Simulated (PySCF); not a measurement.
Atoms are numbered as in `[CH:1]1=[CH:2][C@H:3]2[CH2:4][CH2:5][C@@H:6]1[CH2:7]2`. Hydrogens are named by the atom that carries them. Ha(C4), Ha(C5) are cis to C1 on the ring; Ha(C7) is cis to C4 on the ring; Hb(C4), Hb(C5) are trans to C1 on the ring; Hb(C7) is trans to C4 on the ring.

PySCF 2.14 calculation with NMR shieldings at B97-2/pcSseg-1/GIAO and structure optimised with PBE0-D3(BJ)/def2-SVP; isolated molecule, one averaged value for each set of equivalent atoms, relativity neglected, single conformer.

Shifts are taken against calculated references (same method and geometry level): TMS for ¹³C (183.69 ppm), ¹H (31.38 ppm).

| atoms | nucleus | count | δ (ppm) |
| --- | --- | --- | --- |
| C7 | ¹³C | 1 | ? |
| H(C1)/H(C2) | ¹H | 2 | ? |
| Hb(C4)/Hb(C5) | ¹H | 2 | 1.61 |
| C4/C5 | ¹³C | 2 | 27.2 |
| Hb(C7) | ¹H | 1 | 1.27 |
| C1/C2 | ¹³C | 2 | 142.0 |
| Ha(C7) | ¹H | 1 | 0.98 |
| Ha(C4)/Ha(C5) | ¹H | 2 | ? |
| C3/C6 | ¹³C | 2 | 44.4 |
| H(C3)/H(C6) | ¹H | 2 | 2.61 |

Question: Fill in the missing shifts.

Answer: 
- C7: 51.1 ppm, sp3 CH2 in a ring; a saturated carbon with 2 carbon neighbours and no heteroatom attached
- H(C1)/H(C2): 6.20 ppm, hydrogen on an alkene CH; olefinic region
- Ha(C4)/Ha(C5): 0.92 ppm, hydrogen on an sp3 CH2 in a ring

Shifts are as computed. Against solution values, carbons near 30 ppm lie about +1 ppm off and those near 130 ppm about +2 ppm. Of 1211 compounds with measured shifts, 218 miss one by over three times the rms of a fit or turn the order of signals round; such compounds aren't used in these exercises.
